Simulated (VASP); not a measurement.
# ZnSe (Stilleite) (F-43m) in VASP: settings compared, part 3 of 3

VASP 6.6.1. Earlier steps stand in the parts before.

### Step 4. Single point, LDA

Input file INCAR:

```
ALGO = Fast
EDIFF = 1E-7
ENCUT = 520
ISIF = 2
ISMEAR = -1
KPAR = 4
LASPH = True
LCHARG = False
LREAL = False
LWAVE = False
NELM = 100
PREC = Accurate
SIGMA = 0.02
```

Input file KPOINTS:

```
k-points
0
Gamma
  7 7 7
```

Input file POSCAR:

```
ZnSe
1.0
    0.0000000000      2.8338000000      2.8338000000
    2.8338000000      0.0000000000      2.8338000000
    2.8338000000      2.8338000000      0.0000000000
Zn Se
1 1
Direct
    0.0000000000      0.0000000000      0.0000000000
    0.2500000000      0.2500000000      0.2500000000
```

Potentials or basis: VASP PAW LDA potentials, release 64 (Zn, Se).

The run is started by

```sh
> cat potpaw_LDA.64/Zn/POTCAR potpaw_LDA.64/Se/POTCAR > POTCAR
> mpirun -np 4 vasp_std > vasp.out
```

OUTCAR:

```text
EDIFF = 1E-7
   ENCUT = 520
   ISIF = 2
   ISMEAR = -1
   LASPH = True
   LREAL = False
   NELM = 100
   PREC = Accurate

 ion  position               nearest neighbor table
   1  0.000  0.000  0.000-   2 2.45   2 2.45   2 2.45   2 2.45
   2  0.250  0.250  0.250-   1 2.45   1 2.45   1 2.45   1 2.45

  LATTYP: Found a face centered cubic cell.
 ALAT       =     5.6676000000

  Lattice vectors:

 A1 = (   0.0000000000,   2.8338000000,   2.8338000000)
 A2 = (   2.8338000000,   0.0000000000,   2.8338000000)
 A3 = (   2.8338000000,   2.8338000000,   0.0000000000)

Analysis of symmetry for initial positions (statically):
=====================================================================
 Subroutine PRICEL returns:
 Original cell was already a primitive cell.

 Routine SETGRP: Setting up the symmetry group for a
 face centered cubic supercell.

 Subroutine GETGRP returns: Found 24 space group operations
 (whereof 24 operations were pure point group operations)
 out of a pool of 48 trial point group operations.

The static configuration has the point symmetry T_d .

Analysis of symmetry for dynamics (positions and initial velocities):
=====================================================================
 Subroutine PRICEL returns:
 Original cell was already a primitive cell.

 Routine SETGRP: Setting up the symmetry group for a
 face centered cubic supercell.

 Subroutine GETGRP returns: Found 24 space group operations
 (whereof 24 operations were pure point group operations)
 out of a pool of 48 trial point group operations.

The dynamic configuration has the point symmetry T_d .

 Subroutine INISYM returns: Found 24 space group operations
 (whereof 24 operations are pure point group operations),
 and found     1 'primitive' translations

----------------------------------------------------------------------------------------

                                     Primitive cell

  volume of cell :      45.5132

  direct lattice vectors                    reciprocal lattice vectors
     0.000000000  2.833800000  2.833800000    -0.176441527  0.176441527  0.176441527
     2.833800000  0.000000000  2.833800000     0.176441527 -0.176441527  0.176441527
     2.833800000  2.833800000  0.000000000     0.176441527  0.176441527 -0.176441527

  length of vectors
     4.007598393  4.007598393  4.007598393     0.305605690  0.305605690  0.305605690

  position of ions in fractional coordinates (direct lattice)
     0.000000000  0.000000000  0.000000000
     0.250000000  0.250000000  0.250000000

  ion indices of the primitive-cell ions
   primitive index   ion index
                 1           1
                 2           2

----------------------------------------------------------------------------------------

 KPOINTS: k-points

Automatic generation of k-mesh.
 Grid dimensions read from file:
 generate k-points for:    7    7    7

 Generating k-lattice:

  Cartesian coordinates                     Fractional coordinates (reciprocal lattice)
    -0.025205932  0.025205932  0.025205932     0.142857143  0.000000000  0.000000000
     0.025205932 -0.025205932  0.025205932     0.000000000  0.142857143  0.000000000
     0.025205932  0.025205932 -0.025205932     0.000000000  0.000000000  0.142857143

  Length of vectors
     0.043657956  0.043657956  0.043657956

  Shift w.r.t. Gamma in fractional coordinates (k-lattice)
[... 32 lines left out ...]
   dimension x,y,z NGX =    30 NGY =   30 NGZ =   30
   dimension x,y,z NGXF=    60 NGYF=   60 NGZF=   60
   ions per type =               1   1
   NGX,Y,Z   is equivalent  to a cutoff of  12.44, 12.44, 12.44 a.u.
   NGXF,Y,Z  is equivalent  to a cutoff of  24.89, 24.89, 24.89 a.u.
 SYSTEM =  unknown system
   PREC   = accura    normal or accurate (medium, high low for compatibility)
   ISTART =      0    job   : 0-new  1-cont  2-samecut
   ICHARG =      2    charge: 1-file 2-atom 10-const
   ISPIN  =      1    spin polarized calculation?
   LNONCOLLINEAR =      F non collinear calculations
   LSORBIT =      F    spin-orbit coupling
   LASPH  =      T    aspherical Exc in radial PAW
   ENCUT  =  520.0 eV  38.22 Ry    6.18 a.u.   7.45  7.45  7.45*2*pi/ulx,y,z
   NELM   =    100;   NELMIN=  2; NELMDL= -5     # of ELM steps
   EDIFF  = 0.1E-06   stopping-criterion for ELM
   LREAL  =      F    real-space projection
   EDIFFG = 0.1E-05   stopping-criterion for IOM
   NSW    =      0    number of steps for IOM
   IBRION =     -1    ionic relax: 0-MD 1-quasi-New 2-CG
   NFREE  =      0    steps in history (QN), initial steepest desc. (CG)
   ISIF   =      2    stress and relaxation
   ISYM   =      2    0-nonsym 1-usesym 2-fastsym
   POTIM  = 0.5000    time-step for ionic-motion
   TEBEG  =    0.0;   TEEND  =   0.0 temperature during run
   PSTRESS=    0.0 pullay stress
   NELECT =      18.0000    total number of electrons
   NUPDOWN=      -1.0000    fix difference up-down
   EMIN   =  10.00;   EMAX   =-10.00  energy-range for DOS
   EFERMI =   0.00;   METHOD = LEGACY
   ISMEAR =    -1;   SIGMA  =   0.02  broadening in eV -4-tet -1-fermi 0-gaus
   EFERMI_NEDOS =   21; number of points for ismear=-14 and -15
   IALGO  =     68    algorithm
   IMIX   =      4    mixing-type and parameters
     AMIX     =   0.40;   BMIX     =  1.00
     AMIX_MAG =   1.60;   BMIX_MAG =  1.00
  volume/ion in A,a.u.               =      22.76       153.57
  Fermi-wavevector in a.u.,A,eV,Ry     =   1.201673  2.270834 19.647073  1.444019
  Thomas-Fermi vector in A             =   2.337476
   LORBIT       =      0    0 simple, 1 ext, 2 COOP (PROOUT), +10 PAW based schemes
   GGA     = CA    functional components
   LHFCALC =     F    Hartree Fock is set to
   AEXX    =    0.0000 exact exchange contribution
   IVDW    =     0    specifies the selected vdW correction
   LEPSILON=     F    determine dielectric tensor
   LRPA    =     F    only Hartree local field effects (RPA)
 non-spin polarized calculation
 RMM-DIIS sequential band-by-band and
  energy-cutoff  :      520.00
  volume of cell :       45.51
 maximum number of plane-waves:      1243
 NGX is ok and might be reduce to    30
   NGX = 15   NGY = 15   NGZ = 15

 number of electron      18.0000011 magnetization

 Free energy of the ion-electron system (eV)
  ---------------------------------------------------
  ext. energy  EPLUGINS =         0.00000000
  ---------------------------------------------------
  free energy    TOTEN  =        -7.34887391 eV

  energy without entropy =       -7.34887391  energy(sigma->0) =       -7.34887391

 E-fermi :   1.8918     XC(G=0):  -9.6986

 val. band max:        1.5086194228   @ k =   0.0000   0.0000   0.0000
 cond. band min:       2.5764989729   @ k =   0.0000   0.0000   0.0000
 fundamental gap:      1.0678795501
 Fermi energy:         1.8917710583

 k-point     1 :       0.0000    0.0000    0.0000
  band No.  band energies     occupation
      1     -11.7810      2.00000
      2      -5.1692      2.00000
      3      -5.1692      2.00000
      4      -5.1692      2.00000
      5      -4.8101      2.00000
      6      -4.8101      2.00000
      7       1.5086      2.00000
      8       1.5086      2.00000
      9       1.5086      2.00000
     10       2.5765      0.00000
     11       7.2093      0.00000
     12       7.2093      0.00000
     13       7.2093      0.00000
[... 290 lines left out ...]
  band No.  band energies     occupation
      1     -10.7349      2.00000
      2      -5.0595      2.00000
      3      -4.9794      2.00000
      4      -4.8535      2.00000
      5      -4.8173      2.00000
      6      -4.5287      2.00000
      7      -3.2386      2.00000
      8      -1.5660      2.00000
      9      -0.6707      2.00000
     10       5.9898      0.00000
     11       7.2944      0.00000
     12       8.6845      0.00000
     13       9.6387      0.00000

------------------------ aborting loop because EDIFF is reached ----------------------------------------

  FORCE on cell =-STRESS in cart. coord.  units (eV):
  Direction    XX          YY          ZZ          XY          YZ          ZX
  --------------------------------------------------------------------------------------
  -------------------------------------------------------------------------------------
  Total       -0.8746909     -0.8746909     -0.8746909      0.0000000      0.0000000      0.0000000
  in kB      -30.7912692    -30.7912692    -30.7912692      0.0000000      0.0000000      0.0000000
  external PRESSURE =     -30.7912692 kB  Pullay stress =       0.0000000 kB

 VOLUME and BASIS-vectors are now :
 -----------------------------------------------------------------------------
  energy-cutoff  :      520.00
  volume of cell :       45.51
      direct lattice vectors                 reciprocal lattice vectors
     0.000000000  2.833800000  2.833800000    -0.176441527  0.176441527  0.176441527
     2.833800000  0.000000000  2.833800000     0.176441527 -0.176441527  0.176441527
     2.833800000  2.833800000  0.000000000     0.176441527  0.176441527 -0.176441527

 POSITION                                       TOTAL-FORCE (eV/Angst)
 -----------------------------------------------------------------------------------
      0.00000      0.00000      0.00000        -0.000000     -0.000000     -0.000000
      1.41690      1.41690      1.41690         0.000000      0.000000      0.000000
 -----------------------------------------------------------------------------------
    total drift:                               -0.000001     -0.000001     -0.000001

  FREE ENERGIE OF THE ION-ELECTRON SYSTEM (eV)
  ---------------------------------------------------
  free  energy   TOTEN  =        -7.3488739082 eV

  energy  without entropy=       -7.3488739082  energy(sigma->0) =       -7.34887391
```

stdout:

```text
POSCAR found type information on POSCAR ZnSe
 POSCAR found :  2 types and       2 ions
 scaLAPACK will be used
 LDA part: xc-table for (Slater(with rela. corr.)+CA(PZ))
 , standard interpolation
 POSCAR, INCAR and KPOINTS ok, starting setup
 FFT: planning ... GRIDC
 FFT: planning ... GRID_SOFT
 FFT: planning ... GRID
 WAVECAR not read
 entering main loop
```

Wall time 6.1 s (4 MPI ranks of Intel Xeon Platinum 8259CL at 2.50GHz (Skylake/Cascade Lake), shared host); peak memory 0.14 GiB.

What came out:

```
Free energy            : -7.3489 eV
Pressure               : -3.1 GPa
Band gap on the k mesh : 1.07 eV, direct
```

Levels at points of the mesh, in eV from the valence-band top:
| k point | band 6 | band 7 | band 8 | band 9 | band 10 | band 11 | band 12 | band 13 |
| --- | --- | --- | --- | --- | --- | --- | --- | --- |
| (0.00, 0.00, 0.00) | -6.32 | 0.00 | 0.00 | 0.00 | 1.07 | 5.70 | 5.70 | 5.70 |

### Step 5. Single point, PBEsol

Changes to INCAR since step 4:

```diff
@@ -2,3 +2,4 @@
 EDIFF = 1E-7
-ENCUT = 520
+ENCUT = 250
+GGA = PS
 ISIF = 2
```

KPOINTS is that of step 4.

POSCAR is that of step 4.

Potentials or basis: VASP PAW PBE potentials, release 64 (Zn, Se).

The run is started by

```sh
> cat potpaw_PBE.64/Zn/POTCAR potpaw_PBE.64/Se/POTCAR > POTCAR
> mpirun -np 4 vasp_std > vasp.out
```

Wall time 3.8 s (4 MPI ranks of Intel Xeon Platinum 8259CL at 2.50GHz (Skylake/Cascade Lake), shared host); peak memory 0.12 GiB.

The run converged, but a check on its numbers failed (symmetry, net force, bounds or a known fault of this set-up), so they aren't taken as properties of the crystal.

Caveat: the cutoff lies under the usual one of these potentials, so the numbers hold a large basis-set error; the PAW data sets were made with another functional, which shifts forces and pressure a little.

### Step 6. The runs side by side

```tsv
level	potentials or basis	k mesh	cutoff (eV)	mesh quality	gap on the mesh (eV)	pressure (GPa)
PBEsol	VASP PAW PBE potentials, release 64 (Zn, Se)	7 × 7 × 7	520	not flagged	1.17	-0.8
LDA	VASP PAW LDA potentials, release 64 (Zn, Se)	4 × 4 × 4	300	coarse	1.04	-
LDA	VASP PAW LDA potentials, release 64 (Zn, Se)	7 × 7 × 7	520	not flagged	1.07	-3.1
```

Alike in all rows: task single point; no spin polarisation; cell as given; smearing fermi-dirac 0.02 eV.

Caveats: some runs use coarse meshes; the PAW data sets were made with another functional, which shifts forces and pressure a little (some runs); the cutoff is under 1.25 times the usual one of these potentials, so pressure, stress and relaxed cells hold a basis-set (Pulay) error (some runs).

Absolute energies hang on the potentials; compare differences alone.

### Step 7. Comparison with measurements

Step 2. Against the measured gap of ZnSe, 2.695 eV (an exciton energy, a little under the gap; 300 K; “Alloy Disordering Effects on the Thermal Conductivity and Energy Gap Temperature Dependence of Cd1−xZnxSe Ternary Crystals Grown by the Bridgman Method”, 2023, pmc:10253836), the calculated 1.17 eV is off by -1.52 eV. So large a miss can be the level of theory's own, or it may mean another phase, state or a wrong row. Spin-orbit coupling on Se is left out. The value is that of PBEsol, without temperature or zero-point motion. Semilocal functionals fall short of measured gaps as a rule.

Step 4. Against the measured gap of ZnSe, 2.695 eV (an exciton energy, a little under the gap; 300 K; “Alloy Disordering Effects on the Thermal Conductivity and Energy Gap Temperature Dependence of Cd1−xZnxSe Ternary Crystals Grown by the Bridgman Method”, 2023, pmc:10253836), the calculated 1.07 eV is off by -1.63 eV. So large a miss can be the level of theory's own, or it may mean another phase, state or a wrong row. Spin-orbit coupling on Se is left out. The value is that of LDA, without temperature or zero-point motion. Semilocal functionals fall short of measured gaps as a rule.
